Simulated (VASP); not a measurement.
# BP: NMR shieldings, part 3 of 4

Aim: NMR shielding tensors and field gradients of BP. The cell is of the zinc-blende type, one of the forms listed for this formula, which need not be the common one. The start is a cell from a database of measured crystal structures.

VASP 6.6.1, plane waves and PAW; the level of theory is named at each step.

So far. Step 2 (Ground state): The cell has a gap of 1.23 eV on this mesh and a pressure of -4.3 GPa, which holds the misfit of the given cell and coordinates with this functional, and any error of cutoff, mesh and data sets.

## 4. Cell stretched

Level of this step: chemical shifts by linear response (GIPAW), LDA; plane waves and PAW (P, B) (VASP).

A changed volume shows how shieldings follow the bond lengths.

The input, INCAR:

```
SYSTEM = BP
PREC = Accurate
ENCUT = 450
EDIFF = 1E-09
NELM = 100
ISMEAR = 0
SIGMA = 0.01
LREAL = .FALSE.
ALGO = Normal
GGA = CA
NBANDS = 10
LWAVE = .FALSE.
LCHARG = .FALSE.
KPAR = 2
LCHIMAG = .TRUE.
LEFG = .TRUE.
DQ = 0.001
ICHIBARE = 1
LNMR_SYM_RED = .TRUE.
```

The input, POSCAR:

```
BP
1.0
    0.0000000000      2.2988586873      2.2988586873
    2.2988586873      0.0000000000      2.2988586873
    2.2988586873      2.2988586873      0.0000000000
P B
1 1
Direct
    0.7500000000      0.7500000000      0.7500000000
    0.0000000000      0.0000000000      0.0000000000
```

The input, KPOINTS:

```
Automatic mesh
0
Gamma
8 8 8
0 0 0
```

Potentials, in the order of the species: P and B (PBE family, release 64).

Launch:

```
$ mpirun -np 2 vasp_std
```

Output:

```text
[... set-up lines as in an earlier step ...]
 entering main loop
       N       E                     dE             d eps       ncg     rms          rms(c)
DAV:   1     0.589755381545E+01    0.58976E+01   -0.35750E+03   580   0.638E+02
DAV:   2    -0.144268876719E+02   -0.20324E+02   -0.19540E+02   844   0.103E+02
DAV:   3    -0.149031406016E+02   -0.47625E+00   -0.47557E+00   690   0.149E+01
DAV:   4    -0.149049043433E+02   -0.17637E-02   -0.17635E-02   752   0.107E+00
DAV:   5    -0.149049127247E+02   -0.83814E-05   -0.83812E-05   704   0.630E-02    0.579E+00
DAV:   6    -0.143216092832E+02    0.58330E+00   -0.14011E+00   662   0.532E+00    0.300E+00
DAV:   7    -0.142250846827E+02    0.96525E-01   -0.20325E-01   746   0.242E+00    0.108E+00
DAV:   8    -0.142134131719E+02    0.11672E-01   -0.31837E-02   682   0.956E-01    0.196E-01
DAV:   9    -0.142134317591E+02   -0.18587E-04   -0.68641E-04   662   0.191E-01    0.135E-01
DAV:  10    -0.142134291573E+02    0.26017E-05   -0.14165E-04   662   0.711E-02    0.244E-02
DAV:  11    -0.142134309224E+02   -0.17651E-05   -0.41344E-06   778   0.118E-02    0.259E-02
DAV:  12    -0.142134306211E+02    0.30130E-06   -0.21703E-06   686   0.631E-03    0.688E-03
DAV:  13    -0.142134306292E+02   -0.80565E-08   -0.63681E-08   680   0.178E-03    0.443E-03
DAV:  14    -0.142134306262E+02    0.30033E-08   -0.11619E-08   642   0.496E-04    0.140E-03
DAV:  15    -0.142134306265E+02   -0.30332E-09   -0.21165E-09   404   0.242E-04
ion   1
     0.0000000    -0.0000000    -0.0000000     0.0000000     0.0000000    -0.0000000
     0.0000365    -0.0000000    -0.0000000     0.0000000     0.0000000    -0.0000000
     0.0000503    -0.0000000    -0.0000000     0.0000000     0.0000000    -0.0000000
     0.0000692    -0.0000000    -0.0000000     0.0000000     0.0000000    -0.0000000
     0.0000953    -0.0000000    -0.0000000     0.0000000     0.0000000    -0.0000000

     0.0000000    -0.0000000    -0.0000000     0.0000000     0.0000000    -0.0000000
     0.0000365    -0.0000000    -0.0000000     0.0000000     0.0000000    -0.0000000
     0.0000503    -0.0000000    -0.0000000     0.0000000     0.0000000    -0.0000000
     0.0000692    -0.0000000    -0.0000000     0.0000000     0.0000000    -0.0000000
     0.0000953    -0.0000000    -0.0000000     0.0000000     0.0000000    -0.0000000

ion   2
     0.0000000    -0.0000000    -0.0000000     0.0000000     0.0000000    -0.0000000
     0.0000257    -0.0000000    -0.0000000     0.0000000     0.0000000    -0.0000000
     0.0000354    -0.0000000    -0.0000000     0.0000000     0.0000000    -0.0000000
     0.0000487    -0.0000000    -0.0000000     0.0000000     0.0000000    -0.0000000
     0.0000671    -0.0000000    -0.0000000     0.0000000     0.0000000    -0.0000000

     0.0000000    -0.0000000    -0.0000000     0.0000000     0.0000000    -0.0000000
     0.0000257    -0.0000000    -0.0000000     0.0000000     0.0000000    -0.0000000
     0.0000354    -0.0000000    -0.0000000     0.0000000     0.0000000    -0.0000000
     0.0000487    -0.0000000    -0.0000000     0.0000000     0.0000000    -0.0000000
     0.0000671    -0.0000000    -0.0000000     0.0000000     0.0000000    -0.0000000

   1 F= -.14213431E+02 E0= -.14213431E+02  d E =-.183923E-73
DAV:   1     0.380408872522E+01    0.38041E+01    0.00000E+00     0   0.000E+00
DAV:   2     0.380408872522E+01    0.00000E+00    0.00000E+00     0   0.000E+00
BDIR= 1  IDIR= 2  IQ= -1
DAV:   1     0.761451071818E+01    0.76145E+01   -0.12338E-02   642   0.383E-01
DAV:   2     0.761448965784E+01   -0.21060E-04   -0.21060E-04   684   0.106E-01
DAV:   3     0.761448960461E+01   -0.53230E-07   -0.53260E-07   800   0.685E-03
DAV:   4     0.761448960447E+01   -0.13707E-09   -0.12619E-09   694   0.218E-04
       N       E                     dE             d eps       ncg     rms
RMM:   1    -0.192714577759E+02   -0.19271E+02   -0.50169E+01  1274   0.249E+01
RMM:   2    -0.200205583716E+02   -0.74910E+00   -0.70565E-01  1327   0.414E+00
RMM:   3    -0.200428685674E+02   -0.22310E-01   -0.31437E-02  1344   0.627E-01
RMM:   4    -0.200443866407E+02   -0.15181E-02   -0.37218E-03  1361   0.132E-01
RMM:   5    -0.200444918964E+02   -0.10526E-03   -0.14061E-04  1368   0.270E-02
RMM:   6    -0.200445003964E+02   -0.84999E-05   -0.18995E-05  1370   0.712E-03
RMM:   7    -0.200445012561E+02   -0.85976E-06   -0.12877E-06  1347   0.180E-03
RMM:   8    -0.200445013337E+02   -0.77556E-07   -0.18359E-07  1227   0.499E-04
RMM:   9    -0.200445013417E+02   -0.80159E-08   -0.10538E-08  1110   0.141E-04
RMM:  10    -0.200445013424E+02   -0.68744E-09   -0.15399E-09  1051   0.583E-05
BDIR= 1  IDIR= 2  IQ=  0
DAV:   1     0.760817348570E+01    0.76082E+01   -0.49557E-11   352   0.590E-05
DAV:   2     0.760817348574E+01    0.37234E-10   -0.23963E-12   340   0.153E-05
       N       E                     dE             d eps       ncg     rms
RMM:   1    -0.193131761253E+02   -0.19313E+02   -0.50411E+01  1274   0.249E+01
RMM:   2    -0.200672117467E+02   -0.75404E+00   -0.70668E-01  1322   0.415E+00
RMM:   3    -0.200895059826E+02   -0.22294E-01   -0.31344E-02  1326   0.626E-01
RMM:   4    -0.200910120917E+02   -0.15061E-02   -0.36921E-03  1329   0.131E-01
RMM:   5    -0.200911156588E+02   -0.10357E-03   -0.13781E-04  1318   0.265E-02
RMM:   6    -0.200911240094E+02   -0.83506E-05   -0.18648E-05  1327   0.686E-03
RMM:   7    -0.200911248526E+02   -0.84318E-06   -0.12753E-06  1283   0.172E-03
RMM:   8    -0.200911249286E+02   -0.76024E-07   -0.17943E-07  1142   0.470E-04
RMM:   9    -0.200911249364E+02   -0.77965E-08   -0.10316E-08  1019   0.134E-04
RMM:  10    -0.200911249371E+02   -0.67128E-09   -0.14913E-09   968   0.566E-05
BDIR= 1  IDIR= 2  IQ=  1
DAV:   1     0.760148384270E+01    0.76015E+01   -0.12317E-02   642   0.383E-01
DAV:   2     0.760146278453E+01   -0.21058E-04   -0.21058E-04   684   0.106E-01
DAV:   3     0.760146273129E+01   -0.53240E-07   -0.53235E-07   786   0.683E-03
DAV:   4     0.760146273116E+01   -0.13215E-09   -0.14399E-09   694   0.246E-04
       N       E                     dE             d eps       ncg     rms
RMM:   1    -0.193560067121E+02   -0.19356E+02   -0.50662E+01  1274   0.249E+01
RMM:   2    -0.201152574951E+02   -0.75925E+00   -0.70771E-01  1329   0.415E+00
RMM:   3    -0.201375249937E+02   -0.22267E-01   -0.31255E-02  1340   0.626E-01
RMM:   4    -0.201390197947E+02   -0.14948E-02   -0.36651E-03  1359   0.131E-01
RMM:   5    -0.201391223288E+02   -0.10253E-03   -0.13781E-04  1365   0.267E-02
RMM:   6    -0.201391306969E+02   -0.83682E-05   -0.18885E-05  1371   0.702E-03
RMM:   7    -0.201391315321E+02   -0.83517E-06   -0.12604E-06  1350   0.175E-03
[...]
RLQ:   3    -0.634923958531E-01   -0.14005E-03   -0.11209E-04  1322   0.370E-02
RLQ:   4    -0.634974684330E-01   -0.50726E-05   -0.14543E-05  1322   0.689E-03
RLQ:   5    -0.634977534071E-01   -0.28497E-06   -0.27599E-07  1302   0.140E-03
RLQ:   6    -0.634977667891E-01   -0.13382E-07   -0.33290E-08  1184   0.315E-04
RLQ:   7    -0.634977678932E-01   -0.11042E-08   -0.14531E-09  1072   0.895E-05
RLQ:   8    -0.634977679631E-01   -0.69875E-10   -0.12973E-10   989   0.389E-05
BDIR= 3  IDIR= 1  IQ= -1
DAV:   1     0.762517052353E+01    0.76252E+01   -0.11962E-02   652   0.389E-01
DAV:   2     0.762514860791E+01   -0.21916E-04   -0.21916E-04   674   0.106E-01
DAV:   3     0.762514855106E+01   -0.56856E-07   -0.56896E-07   834   0.689E-03
DAV:   4     0.762514855098E+01   -0.80299E-10   -0.61976E-10   688   0.135E-04
       N       E                     dE             d eps       ncg     rms
RMM:   1    -0.319896409825E+02   -0.31990E+02   -0.10573E+02  1286   0.283E+01
RMM:   2    -0.338950382717E+02   -0.19054E+01   -0.14944E+00  1325   0.508E+00
RMM:   3    -0.339448975113E+02   -0.49859E-01   -0.68992E-02  1340   0.777E-01
RMM:   4    -0.339476294457E+02   -0.27319E-02   -0.50885E-03  1368   0.174E-01
RMM:   5    -0.339478425884E+02   -0.21314E-03   -0.29247E-04  1373   0.404E-02
RMM:   6    -0.339478587343E+02   -0.16146E-04   -0.34444E-05  1378   0.108E-02
RMM:   7    -0.339478604114E+02   -0.16772E-05   -0.21994E-06  1336   0.287E-03
RMM:   8    -0.339478605476E+02   -0.13621E-06   -0.33366E-07  1210   0.800E-04
RMM:   9    -0.339478605593E+02   -0.11632E-07   -0.17148E-08  1136   0.218E-04
RMM:  10    -0.339478605601E+02   -0.82692E-09   -0.17034E-09  1081   0.713E-05
BDIR= 3  IDIR= 1  IQ=  0
DAV:   1     0.760817348573E+01    0.76082E+01   -0.49481E-11   352   0.590E-05
DAV:   2     0.760817348571E+01   -0.20268E-10   -0.24612E-12   340   0.153E-05
       N       E                     dE             d eps       ncg     rms
RMM:   1    -0.320383510530E+02   -0.32038E+02   -0.10594E+02  1286   0.283E+01
RMM:   2    -0.339507614989E+02   -0.19124E+01   -0.14969E+00  1314   0.508E+00
RMM:   3    -0.340009452443E+02   -0.50184E-01   -0.69541E-02  1317   0.779E-01
RMM:   4    -0.340036959804E+02   -0.27507E-02   -0.51103E-03  1326   0.175E-01
RMM:   5    -0.340039101858E+02   -0.21421E-03   -0.29379E-04  1326   0.404E-02
RMM:   6    -0.340039264004E+02   -0.16215E-04   -0.34609E-05  1326   0.108E-02
RMM:   7    -0.340039280784E+02   -0.16780E-05   -0.22035E-06  1275   0.287E-03
RMM:   8    -0.340039282140E+02   -0.13562E-06   -0.33078E-07  1152   0.800E-04
RMM:   9    -0.340039282256E+02   -0.11616E-07   -0.17198E-08  1072   0.218E-04
RMM:  10    -0.340039282265E+02   -0.82635E-09   -0.16951E-09  1005   0.712E-05
BDIR= 3  IDIR= 1  IQ=  1
DAV:   1     0.759087957370E+01    0.75909E+01   -0.11946E-02   652   0.389E-01
DAV:   2     0.759085762098E+01   -0.21953E-04   -0.21953E-04   674   0.106E-01
DAV:   3     0.759085756382E+01   -0.57168E-07   -0.57177E-07   842   0.691E-03
DAV:   4     0.759085756374E+01   -0.76009E-10   -0.51130E-10   688   0.120E-04
       N       E                     dE             d eps       ncg     rms
RMM:   1    -0.320847177367E+02   -0.32085E+02   -0.10611E+02  1287   0.283E+01
RMM:   2    -0.340029945029E+02   -0.19183E+01   -0.14983E+00  1325   0.509E+00
RMM:   3    -0.340534729175E+02   -0.50478E-01   -0.70077E-02  1342   0.780E-01
RMM:   4    -0.340562434160E+02   -0.27705E-02   -0.51353E-03  1368   0.175E-01
RMM:   5    -0.340564594328E+02   -0.21602E-03   -0.29678E-04  1375   0.407E-02
RMM:   6    -0.340564759140E+02   -0.16481E-04   -0.36258E-05  1381   0.108E-02
RMM:   7    -0.340564774888E+02   -0.15748E-05   -0.20069E-06  1334   0.277E-03
RMM:   8    -0.340564776089E+02   -0.12013E-06   -0.27934E-07  1211   0.764E-04
RMM:   9    -0.340564776201E+02   -0.11148E-07   -0.17182E-08  1131   0.218E-04
RMM:  10    -0.340564776209E+02   -0.82115E-09   -0.16780E-09  1084   0.713E-05
BDIR= 3  IDIR= 2  IQ= -1
DAV:   1     0.761451071820E+01    0.76145E+01   -0.12338E-02   642   0.383E-01
DAV:   2     0.761448965783E+01   -0.21060E-04   -0.21060E-04   684   0.106E-01
DAV:   3     0.761448960460E+01   -0.53228E-07   -0.53260E-07   800   0.685E-03
DAV:   4     0.761448960447E+01   -0.12453E-09   -0.12620E-09   694   0.218E-04
       N       E                     dE             d eps       ncg     rms
RMM:   1    -0.313611415490E+02   -0.31361E+02   -0.10382E+02  1270   0.283E+01
RMM:   2    -0.333606385939E+02   -0.19995E+01   -0.16986E+00  1321   0.524E+00
RMM:   3    -0.334093909999E+02   -0.48752E-01   -0.67595E-02  1329   0.780E-01
RMM:   4    -0.334118542936E+02   -0.24633E-02   -0.44112E-03  1347   0.169E-01
RMM:   5    -0.334120397345E+02   -0.18544E-03   -0.25850E-04  1367   0.378E-02
RMM:   6    -0.334120529276E+02   -0.13193E-04   -0.27715E-05  1364   0.976E-03
RMM:   7    -0.334120543376E+02   -0.14100E-05   -0.17416E-06  1330   0.253E-03
RMM:   8    -0.334120544423E+02   -0.10471E-06   -0.28186E-07  1205   0.685E-04
RMM:   9    -0.334120544494E+02   -0.70158E-08   -0.88091E-09  1115   0.173E-04
RMM:  10    -0.334120544498E+02   -0.46959E-09   -0.95306E-10  1066   0.625E-05
BDIR= 3  IDIR= 2  IQ=  0
DAV:   1     0.760817348570E+01    0.76082E+01   -0.49667E-11   352   0.590E-05
DAV:   2     0.760817348573E+01    0.31358E-10   -0.26045E-12   340   0.153E-05
       N       E                     dE             d eps       ncg     rms
RMM:   1    -0.312391894881E+02   -0.31239E+02   -0.10325E+02  1268   0.283E+01
RMM:   2    -0.332231813844E+02   -0.19840E+01   -0.16913E+00  1311   0.523E+00
RMM:   3    -0.332714575044E+02   -0.48276E-01   -0.66788E-02  1311   0.776E-01
RMM:   4    -0.332738922370E+02   -0.24347E-02   -0.43704E-03  1322   0.168E-01
RMM:   5    -0.332740753403E+02   -0.18310E-03   -0.25466E-04  1327   0.374E-02
RMM:   6    -0.332740883821E+02   -0.13042E-04   -0.27425E-05  1327   0.967E-03
RMM:   7    -0.332740897761E+02   -0.13940E-05   -0.17231E-06  1266   0.250E-03
RMM:   8    -0.332740898799E+02   -0.10381E-06   -0.27917E-07  1149   0.680E-04
RMM:   9    -0.332740898870E+02   -0.70023E-08   -0.87535E-09  1063   0.172E-04
RMM:  10    -0.332740898874E+02   -0.46803E-09   -0.96112E-10  1008   0.624E-05
BDIR= 3  IDIR= 2  IQ=  1
DAV:   1     0.760148384269E+01    0.76015E+01   -0.12317E-02   642   0.383E-01
DAV:   2     0.760146278452E+01   -0.21058E-04   -0.21058E-04   684   0.106E-01
DAV:   3     0.760146273126E+01   -0.53256E-07   -0.53235E-07   786   0.683E-03
DAV:   4     0.760146273116E+01   -0.10347E-09   -0.14406E-09   694   0.246E-04
       N       E                     dE             d eps       ncg     rms
RMM:   1    -0.311155664757E+02   -0.31116E+02   -0.10266E+02  1268   0.283E+01
RMM:   2    -0.330834583383E+02   -0.19679E+01   -0.16847E+00  1320   0.521E+00
RMM:   3    -0.331313036304E+02   -0.47845E-01   -0.66053E-02  1326   0.773E-01
RMM:   4    -0.331337167678E+02   -0.24131E-02   -0.43518E-03  1349   0.167E-01
RMM:   5    -0.331338989690E+02   -0.18220E-03   -0.25394E-04  1364   0.374E-02
RMM:   6    -0.331339119999E+02   -0.13031E-04   -0.27463E-05  1363   0.966E-03
RMM:   7    -0.331339133983E+02   -0.13984E-05   -0.17301E-06  1332   0.251E-03
RMM:   8    -0.331339135002E+02   -0.10188E-06   -0.25567E-07  1198   0.680E-04
RMM:   9    -0.331339135096E+02   -0.94091E-08   -0.12375E-08  1122   0.188E-04
RMM:  10    -0.331339135104E+02   -0.72206E-09   -0.15692E-09  1063   0.683E-05
       N       E                     dE             d eps       ncg     rms
RLQ:   1    -0.560978116745E-01   -0.56098E-01   -0.62436E-02   956   0.205E+00
RLQ:   2    -0.611206901363E-01   -0.50229E-02   -0.11316E-02  1174   0.303E-01
RLQ:   3    -0.612825725650E-01   -0.16188E-03   -0.12760E-04  1159   0.439E-02
RLQ:   4    -0.612880230569E-01   -0.54505E-05   -0.11513E-05  1173   0.764E-03
RLQ:   5    -0.612884651036E-01   -0.44205E-06   -0.65760E-07  1137   0.178E-03
RLQ:   6    -0.612884919641E-01   -0.26861E-07   -0.55158E-08  1038   0.421E-04
RLQ:   7    -0.612884944529E-01   -0.24888E-08   -0.37354E-09   932   0.125E-04
RLQ:   8    -0.612884946537E-01   -0.20078E-09   -0.36384E-10   857   0.501E-05
```

Wall time 1.9 min (2 MPI ranks of AMD EPYC 7R43, shared host); peak memory 0.24 GiB; 3.7 min of CPU time.

OUTCAR, selected parts (step 4):

```text
  LATTYP: Found a face centered cubic cell.
 ALAT       =     4.5977173746

The static configuration has the point symmetry T_d .

 Found     29 irreducible k-points:

   ENCUT  =  450.0 eV  33.07 Ry    5.75 a.u.   5.62  5.62  5.62*2*pi/ulx,y,z

   NELECT =       8.0000    total number of electrons

  Total       -1.5226893     -1.5226893     -1.5226893     -0.0000000     -0.0000000      0.0000000
  in kB     -100.4049355   -100.4049355   -100.4049355     -0.0000000     -0.0000000      0.0000000
  external PRESSURE =    -100.4049355 kB  Pullay stress =       0.0000000 kB

  energy-cutoff  :      450.00
  volume of cell :       24.30
      direct lattice vectors                 reciprocal lattice vectors
     0.000000000  2.298858687  2.298858687    -0.217499232  0.217499232  0.217499232
     2.298858687  0.000000000  2.298858687     0.217499232 -0.217499232  0.217499232
     2.298858687  2.298858687  0.000000000     0.217499232  0.217499232 -0.217499232

 POSITION                                       TOTAL-FORCE (eV/Angst)
 -----------------------------------------------------------------------------------
      3.44829      3.44829      3.44829         0.000000      0.000000      0.000000
      0.00000      0.00000      0.00000        -0.000000     -0.000000     -0.000000
 -----------------------------------------------------------------------------------
    total drift:                               -0.000000     -0.000000     -0.000000

 Electric field gradients after diagonalization (V/A^2)
 (convention: |V_zz| > |V_xx| > |V_yy|)
----------------------------------------------------------------------
 ion       V_xx      V_yy      V_zz     asymmetry (V_yy - V_xx)/ V_zz
----------------------------------------------------------------------
   1      -0.000    -0.000     0.000       0.000
   2      -0.000    -0.000     0.000       0.000
----------------------------------------------------------------------

  ORBITAL MAGNETIC SUSCEPTIBILITY, excluding core contribution
 -------------------------------------------------------------
  Approximate magnetic susceptibility, pGv (10^-6 cm^3/mole)
     1        -45.286645         -0.000000          0.000000
     2          0.000000        -45.286645         -0.000000
     3          0.000000          0.000000        -45.286645
 -------------------------------------------------------------
  Approximate magnetic susceptibility, vGv (10^-6 cm^3/mole)
     1        -37.501285         -0.000000         -0.000000
     2          0.000000        -37.501285          0.000000
     3         -0.000000          0.000000        -37.501285

  BDIR labels direction of applied magnetic field (i.e. B0)
  For BDIR==1, B0 along x-axis, etc.
  Induced field listed along cartesian directions for each BDIR
 ------------------------------------------------------------------------------------------
                 EXCLUDING G=0 CONTRIBUTION              INCLUDING G=0 CONTRIBUTION
 ------------------------------------------------------------------------------------------
  ion  BDIR            X           Y           Z                X           Y           Z
          (   iso_shield        span        skew ) (   iso_shield        span        skew )
 ------------------------------------------------------------------------------------------
    1     1     421.2435      0.0000     -0.0000         448.4106      0.0000     -0.0000
          2      -0.0000    421.2435      0.0000          -0.0000    448.4106      0.0000
          3       0.0000     -0.0000    421.2435           0.0000     -0.0000    448.4106
          (     421.2435      0.0000      0.0000 ) (     448.4106      0.0000      0.0000 )

    2     1     113.9258      0.0000      0.0000         141.0929      0.0000     -0.0000
          2       0.0000    113.9258      0.0000          -0.0000    141.0929      0.0000
          3       0.0000      0.0000    113.9258           0.0000     -0.0000    141.0929
          (     113.9258      0.0000      0.0000 ) (     141.0929      0.0000      0.0000 )
 ------------------------------------------------------------------------------------------

[... 5 parts as in an earlier step ...]

[... 2 further parts left out ...]
```

This step gave:

* free energy (TOTEN): -14.21 eV
* Fermi energy: 6.929 eV
* pressure: -10.04 GPa
* gap on the k-mesh: 1.265 eV
* least direct gap on the k-mesh: 3.325 eV

Valence and core; the G = 0 term is that of a spherical sample. NMR shielding, by row:

| atom | isotropic shielding (ppm) | span (ppm) | skew | isotropic shielding without the G = 0 term (ppm) |
| --- | --- | --- | --- | --- |
| P1 | 448.4 | 0 | - | 421.2 |
| B2 | 141.1 | 0 | - | 113.9 |

Ordered as |Vzz| ≥ |Vxx| ≥ |Vyy|, the program's way. Electric field gradients, by row:

```csv
atom,Vxx (V/Å²),Vyy (V/Å²),Vzz (V/Å²),asymmetry
P1,0,0,0,-
B2,0,0,0,-
```

Against the first shielding run the largest change is -15.6 ppm, on P1.

(Part 3 of 4 ends here.)

[Lines on the potential files, build, host, timing and source positions are cut from VASP's logs without a mark.]

[Logs are printed without paths, hosts, clocks, repeated set-up lines and the standing remarks that a program may print on its own settings, such as how far it seeks lower states.]

[Hosts, paths, dates, database ids (printed as entryN), source tags and the programs' standing remarks are cut or masked in the printed files.]
